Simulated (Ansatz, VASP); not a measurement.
# Two plane-wave programs on Sb

The input INCAR:

```
PREC = Accurate
ENCUT = 520
EDIFF = 1E-6
ISMEAR = -1
SIGMA = 0.05
LREAL = F
LASPH = T
NELM = 80
ALGO = Normal
ISIF = 2
LWAVE = F
LCHARG = F
GGA = CA
NBANDS = 18
```

The input KPOINTS:

```
regular mesh
0
Gamma
  6 6 4
```

File POSCAR:

```
Sb
1.0
    4.6165009761      0.0000000000      0.0000000000
    0.0000000000      4.5078102492      0.0000000000
   -1.3464181047      0.0000000000      6.4891708272
Sb
4
Direct
    0.3399300000      0.2500000000      0.6836700000
    0.9366380000      0.7500000000      0.7627580000
    0.0633620000      0.2500000000      0.2372420000
    0.6600700000      0.7500000000      0.3163300000
```

input.yaml

```yaml
crystal:
  lattice:
    - [4.6165009761, 0.0, 0.0]
    - [0.0, 4.5078102492, 0.0]
    - [-1.3464181047, 0.0, 6.4891708272]
  atoms:
    - { symbol: Sb, position: [0.33993, 0.25, 0.68367] }
    - { symbol: Sb, position: [0.936638, 0.75, 0.762758] }
    - { symbol: Sb, position: [0.063362, 0.25, 0.237242] }
    - { symbol: Sb, position: [0.66007, 0.75, 0.31633] }
hamiltonian:
  xc: lda
  pseudopotentials: { kind: paw }
kpoints:
  mp_grid: { grid: [6, 6, 4] }
scf:
  occupations: { method: fermi_dirac, width: 0.05 }
output:
  forces: true
  stress: true
  eigenvalues: true
  write_density: true
  write_potential: true
  elf: true
  volumetric_format: npy
```

This isn't the form of Sb at room conditions, which is rhombohedral.

Alike in both runs: task single point; functional LDA; k mesh 6 × 6 × 4; occupations fermi-dirac, width 0.05 eV; no spin polarisation.

```csv
,VASP,Ansatz
version,VASP 6.6.1,Ansatz 0.2.0
potentials or method,"VASP PAW LDA potentials, release 64 (Sb)",Ansatz PAW
plane-wave cutoff (eV),520,420
valence electrons in the cell,20,60
```

Ansatz gave:

| Property | Result |
| --- | --- |
| gap on the k mesh at the Fermi level (eV) | none |
| pressure (GPa) | -5.5 |
| largest component of the traceless stress (GPa) | 0.81 |
| rms of the force components (eV/Å) | 0.285 |

Question: Estimate VASP's values.

Answer: gap on the k mesh at the Fermi level (eV): none; pressure (GPa): -5.4; largest component of the traceless stress (GPa): 0.80; rms of the force components (eV/Å): 0.261.

Atom by atom the forces differ by 0.024 eV/Å (rms over components). A gap of «none» marks a metal or a gap that the smearing closes. The two sets of potentials don't hold the same shells in valence.

Caveats: the PAW data sets come from PBE, with cores solved anew for the run's functional, which leaves a small shift of forces and pressure (Ansatz). Spin-orbit coupling is left out, which matters for the levels of Sb.
